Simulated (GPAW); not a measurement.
Crystal: Fe.

```xyz
1
Lattice="-1.4430 1.4430 1.4430 1.4430 -1.4430 1.4430 1.4430 1.4430 -1.4430" Properties=species:S:1:pos:R:3 pbc="T T T"
Fe    0.0000    0.0000    0.0000
```

- Program: GPAW 26.7.0
- Task: relaxation of cell and atoms
- Functional: PBEsol
- Dispersion: D3(BJ)+ATM
- Potentials or basis: PAW data sets generated in the run's folder for this functional
- Cutoff: 600 eV
- Basis: pw
- k mesh: 13 × 13 × 13
- Occupations: fermi-dirac, width 0.05 eV
- Spin: collinear spin, ferromagnetic start
- Starting moments: [3.0] μB

At the start: pressure -19.4 GPa; volume 12.02 Å³/atom.

How do energy, volume and symmetry change on relaxing?

Over 4 steps the energy falls by 87.8 meV/atom and the volume is 10.76 Å³/atom (-10.5 %); space group Im-3m (No. 229, to 0.05 Å); moment 2.05 μB per cell.

Step by step:
```tsv
step	energy change (eV)	largest force (eV/Å)	pressure (GPa)	volume (Å³)
1	0.0000	0.0000	-19.37	12.02
2	-0.0697	0.0000	-10.46	11.29
3	-0.0861	0.0000	3.54	10.59
4	-0.0878	0.0000	-0.23	10.76
```

Final structure:
```cif
data_structure
_symmetry_space_group_name_H-M 'P 1'
_symmetry_Int_Tables_number 1
_cell_length_a 2.4086
_cell_length_b 2.4086
_cell_length_c 2.4086
_cell_angle_alpha 109.471
_cell_angle_beta 109.471
_cell_angle_gamma 109.471
_cell_volume 10.76
loop_
_atom_site_label
_atom_site_type_symbol
_atom_site_fract_x
_atom_site_fract_y
_atom_site_fract_z
_atom_site_occupancy
Fe1 Fe 0.00000 0.00000 0.00000 1
```

Caveat: each step starts from the last one's moments, so a moment once lost doesn't come back; later steps reuse the first step's grids; pairwise dispersion overbinds metals, which lowers pressure and volume.
